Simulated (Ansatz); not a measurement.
**H2O on C(111), partly H-covered, underside capped with H: a dynamics run in two tries**

The task is a short trajectory. The slab cell is 2×2, and the adsorbate is set down on it by hand.

Program: Ansatz 0.2.0. Level of theory: DFT PBE+D3(BJ), plane waves, PAW, scalar-relativistic, no spin polarisation. These are calculated values, not measurements.

**1. The starting structure**

The cell holds 25 atoms (C16H8O): a = 5.049 Å, b = 5.049 Å, c = 18.776 Å, α = 90.00°, β = 90.00°, γ = 60.00°.

As a file:

```xyz
25
Lattice="5.0487 0.0000 0.0000 2.5244 4.3723 0.0000 0.0000 0.0000 18.7764" Properties=species:S:1:pos:R:3 pbc="T T T"
H     1.2622    0.7287    1.0000
H     3.7866    0.7287    1.0000
H     2.5244    2.9149    1.0000
H     5.0487    2.9149    1.0000
C     1.2622    0.7287    2.1000
C     3.7866    0.7287    2.1000
C     2.5244    2.9149    2.1000
C     5.0487    2.9149    2.1000
C     0.0000    1.4574    2.6153
C     2.5244    1.4574    2.6153
C     1.2622    3.6436    2.6153
C     3.7866    3.6436    2.6153
C     0.0000    1.4574    4.1611
C     2.5244    1.4574    4.1611
C     1.2622    3.6436    4.1611
C     3.7866    3.6436    4.1611
C     0.0000    0.0000    4.6764
C     2.5244    0.0000    4.6764
C     1.2622    2.1862    4.6764
C     3.7866    2.1862    4.6764
H     1.2622    2.1862    5.7764
H     3.7866    2.1862    5.7764
O     6.2943    3.6654    7.9187
H     6.2561    4.6028    8.1187
H     5.4158    3.3362    8.1187
```

**2. The run**

Input file input.yaml:

```yaml
crystal:
  lattice:
    - [5.048742, 0.0, 0.0]
    - [2.524371, 4.372339, 0.0]
    - [0.0, 0.0, 18.776426]
  atoms:
    - { symbol: H, position: [0.1666667, 0.1666667, 0.0532583] }
    - { symbol: H, position: [0.6666667, 0.1666667, 0.0532583] }
    - { symbol: H, position: [0.1666667, 0.6666667, 0.0532583] }
    - { symbol: H, position: [0.6666667, 0.6666667, 0.0532583] }
    - { symbol: C, position: [0.1666667, 0.1666667, 0.1118424] }
    - { symbol: C, position: [0.6666667, 0.1666667, 0.1118424] }
    - { symbol: C, position: [0.1666667, 0.6666667, 0.1118424] }
    - { symbol: C, position: [0.6666667, 0.6666667, 0.1118424] }
    - { symbol: C, position: [-0.1666667, 0.3333333, 0.1392856] }
    - { symbol: C, position: [0.3333333, 0.3333333, 0.1392856] }
    - { symbol: C, position: [-0.1666667, 0.8333333, 0.1392856] }
    - { symbol: C, position: [0.3333333, 0.8333333, 0.1392856] }
    - { symbol: C, position: [-0.1666667, 0.3333333, 0.2216152] }
    - { symbol: C, position: [0.3333333, 0.3333333, 0.2216152] }
    - { symbol: C, position: [-0.1666667, 0.8333333, 0.2216152] }
    - { symbol: C, position: [0.3333333, 0.8333333, 0.2216152] }
    - { symbol: C, position: [0.0, 0.0, 0.2490584] }
    - { symbol: C, position: [0.5, 0.0, 0.2490584] }
    - { symbol: C, position: [0.0, 0.5, 0.2490584] }
    - { symbol: C, position: [0.5, 0.5, 0.2490584] }
    - { symbol: H, position: [0.0, 0.5, 0.3076425] }
    - { symbol: H, position: [0.5, 0.5, 0.3076425] }
    - { symbol: O, position: [0.8275352, 0.838325, 0.4217361] }
    - { symbol: H, position: [0.7127839, 1.0527091, 0.4323877] }
    - { symbol: H, position: [0.6911908, 0.7630219, 0.4323877] }
basis:
  ecutwfc: 420.0
kpoints:
  mp_grid: { grid: [2, 2, 1] }
hamiltonian:
  xc: pbe
  dispersion: d3bj
  pseudopotentials: { kind: paw, azcp: { folder: soft_1 } }
scf:
  occupations: { method: fermi_dirac, width: 0.02 }
  lower_state_search: "off"
  max_iter: 87
md:
  timestep: 0.5
  n_steps: 25
  ensemble: nve
  initial_velocities: zero
  seed: 341725
  initial_site_velocities:
    - { site: 22, velocity: [0.094083, 0.0, -0.112124] }
    - { site: 23, velocity: [0.094083, 0.0, -0.112124] }
    - { site: 24, velocity: [0.094083, 0.0, -0.112124] }
  constraints: [{ sites: [0, 1, 2, 3, 4, 5, 6, 7, 8, 9, 10, 11] }]
  temperature_schedule: [{ n_steps: 10, end_temperature: 100.0 }]
```

Launch:

```sh
$ ansatz run input.yaml --threads 1 --pin off --max-ram 3072MiB --backend cpu --events-out ev --progress --plain --runs-dir out
```

Before running it: what results should come out? Wanted: first try.

The runs gave:

| quantity | value |
| --- | --- |
| first try | refused |
| cause | a temperature schedule needs a thermostat, and a run at constant energy has none |

**Reading.** The fault in the first input was caught at the input check and cost nothing.
